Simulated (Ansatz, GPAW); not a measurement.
This is a calculation of InPd for GPAW 26.7.0 (ASE script). Atoms were shifted at random by some hundredths of an Å from the given cell, which wasn't relaxed again for these runs. The cell comes from a database or a generator and needn't be the stable form of this composition.

File run.py:

```python
from ase import Atoms
from ase.dft.bandgap import bandgap
from ase.io import write
from ase.units import GPa
from gpaw import GPAW, PW, setup_paths

setup_paths.insert(0, '.')

atoms = Atoms(['In', 'Pd'],
              cell=[[3.27188478, 0.0, 0.0],
                    [0.0, 3.27188478, 0.0],
                    [0.0, 0.0, 3.27188478]],
              scaled_positions=[[-0.006769, 0.000321, 0.008376],
                                [0.489101, 0.506878, 0.491849]],
              pbc=True)

calc = GPAW(mode=PW(600),
            xc='PBEsol',
            kpts={'size': (8, 8, 8), 'gamma': True},
            occupations={'name': 'fermi-dirac', 'width': 0.05},
            nbands=26,
            convergence={'density': 1e-05, 'energy': 1e-05},
            maxiter=150,
            txt='gpaw.txt')
atoms.calc = calc
energy = atoms.get_potential_energy()
forces = atoms.get_forces()
stress = atoms.get_stress()
calc.write('gs.gpw')
write('result.traj', atoms)
print(f'Energy: {energy:.6f} eV')
print('Forces (eV/A):')
print(forces.round(4))
print('Stress (GPa):', (stress / GPa).round(3))
print('Fermi level:', round(calc.get_fermi_level(), 4), 'eV')
print(f'Gap: {bandgap(calc)[0]:.4f} eV, direct: {bandgap(calc, direct=True)[0]:.4f} eV')
```

Potentials or basis: PAW data sets generated in the run's folder for this functional, pw.

Command:

```console
$ gpaw-setup -f PBEsol In Pd
$ OMP_NUM_THREADS=1 python run.py
```

Question: What does the same run look like in Ansatz 0.2.0? Potentials or basis there: all-electron LAPW, scalar-relativistic.

Answer: As run (cutoffs and basis follow the program's own potentials, and thresholds, step limits or extra output files can differ):

File input.yaml:

```yaml
crystal:
  lattice:
    - [3.27188478, 0.0, 0.0]
    - [0.0, 3.27188478, 0.0]
    - [0.0, 0.0, 3.27188478]
  atoms:
    - { symbol: In, position: [-0.006769, 0.000321, 0.008376] }
    - { symbol: Pd, position: [0.489101, 0.506878, 0.491849] }
kpoints:
  mp_grid: { grid: [8, 8, 8] }
scf:
  occupations: { method: fermi_dirac, width: 0.05 }
hamiltonian:
  xc: pbesol
  pseudopotentials: { kind: all_electron, lapw: { basis_error: 0.001 } }
output:
  forces: true
  stress: true
  eigenvalues: true
  populations: true
```

Potentials or basis: all-electron LAPW, scalar-relativistic.

Command:

```sh
$ ansatz run input.yaml --threads 1 --pin off --max-ram 3072MiB --backend cpu --events-out ev --progress --plain --runs-dir out
```

Both were run:

|  | GPAW | Ansatz |
| --- | --- | --- |
| Pressure | -3.0 GPa | -2.8 GPa |
| Largest force | 0.222 eV/Å | 0.223 eV/Å |

Where Ansatz's input types no cutoff or centring, it takes its own default and a Γ-centred mesh.

Pressure is positive in compression.
